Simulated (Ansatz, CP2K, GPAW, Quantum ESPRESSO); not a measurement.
## One calculation of Mg, 6 ways

```xyz
2
Lattice="3.2093 0.0000 0.0000 -1.6046 2.7793 0.0000 0.0000 0.0000 5.2103" Properties=species:S:1:pos:R:3 pbc="T T T"
Mg    1.6047    0.9264    3.9077
Mg    0.0000    1.8529    1.3026
```

Alike in all runs: task band structure; functional LDA; k mesh 10 × 10 × 5; occupations fermi-dirac, width 0.05 eV; no spin polarisation; no spin-orbit coupling. LDA stands for any of its common fits. Pressure is positive in compression and, in plane waves, holds the error of the finite cutoff, which Ansatz's Pulay term estimates and takes out.

```
                                                    program and potentials  plane-wave cutoff (eV)                                                 notes  pressure (GPa)
                                                        Ansatz, Ansatz PAW                     420  potentials made for PBE, which Ansatz adapts in part           -2.39
                        Quantum ESPRESSO, PseudoDojo 0.4.1 SR LDA standard                    1143                                                     -           -2.31
           CP2K, GTH_POTENTIALS Mg GTH-PADE-q10; TZVP-MOLOPT-PBE-GTH basis                       -                                          atomic basis           -1.41
                            Ansatz, all-electron LAPW, scalar-relativistic                       -                                                     -           -2.37
                                                       Ansatz, JTH PAW LDA                     870                      Pulay term of +0.04 GPa included           -2.31
GPAW, the program's PAW data sets (release 1.2.1) made for this functional                     800                                                     -           -2.40
```

The pressure spans -2.40 (GPAW, the program's PAW data sets (release 1.2.1) made for this functional) to -1.41 GPa (CP2K, GTH_POTENTIALS Mg GTH-PADE-q10; TZVP-MOLOPT-PBE-GTH basis), with all-electron results at -2.37. Rows in atomic bases carry the error of their basis and grid, which can be large.

Differences between rows come from potentials, basis sets and numerical settings, since the functional is the same but for its coding. Runs on potential files found faulty are left out.
